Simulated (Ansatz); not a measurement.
How long does this Ansatz run take?

```yaml
crystal:
  lattice:
    - [3.079, 0.0, 0.0]
    - [-1.5395, 2.6664922183, 0.0]
    - [0.0, 0.0, 20.146]
  atoms:
    - { symbol: Si, position: [0.3333333333, 0.6666666667, 0.25] }
    - { symbol: Si, position: [0.6666666667, 0.3333333333, 0.75] }
    - { symbol: Si, position: [0.3333333333, 0.6666666667, 0.625] }
    - { symbol: Si, position: [0.6666666667, 0.3333333333, 0.125] }
    - { symbol: Si, position: [0.0, 0.0, 0.0] }
    - { symbol: Si, position: [0.0, 0.0, 0.5] }
    - { symbol: Si, position: [0.3333333333, 0.6666666667, 0.875] }
    - { symbol: Si, position: [0.6666666667, 0.3333333333, 0.375] }
    - { symbol: C, position: [0.3333333333, 0.6666666667, 0.969] }
    - { symbol: C, position: [0.6666666667, 0.3333333333, 0.469] }
    - { symbol: C, position: [0.0, 0.0, 0.094] }
    - { symbol: C, position: [0.0, 0.0, 0.594] }
    - { symbol: C, position: [0.3333333333, 0.6666666667, 0.344] }
    - { symbol: C, position: [0.6666666667, 0.3333333333, 0.844] }
    - { symbol: C, position: [0.3333333333, 0.6666666667, 0.719] }
    - { symbol: C, position: [0.6666666667, 0.3333333333, 0.219] }
kpoints:
  mp_grid: { grid: [10, 10, 2] }
scf:
  occupations: { method: fermi_dirac, width: 0.02 }
hamiltonian:
  xc: pbe
  pseudopotentials: { kind: paw }
output:
  forces: true
  stress: true
  populations: true
  efg: { contact_densities: true }
relax:
  f_tol: 0.02
  max_steps: 60
```

```sh
ansatz run input.yaml --threads 1 --pin off --max-ram 2560MiB --backend cpu --events-out ev --progress --plain --runs-dir out
```

It runs on 1 thread of Arm Neoverse N1 (aarch64; 8 cores open to the job, memory cap 2.5 GiB, no GPU), a shared host with a load of 0.3 a core.

Task: How much time and memory should be set aside?

Result: About 93 s of wall time (93 s of CPU time) and 0.5 GiB. The run holds 64 valence electrons in 48 bands, about 3211 plane waves a k-point and 28 irreducible k-points, and took 18 SCF iterations, over 3 ionic steps. Times on a shared host vary by tens of per cent.
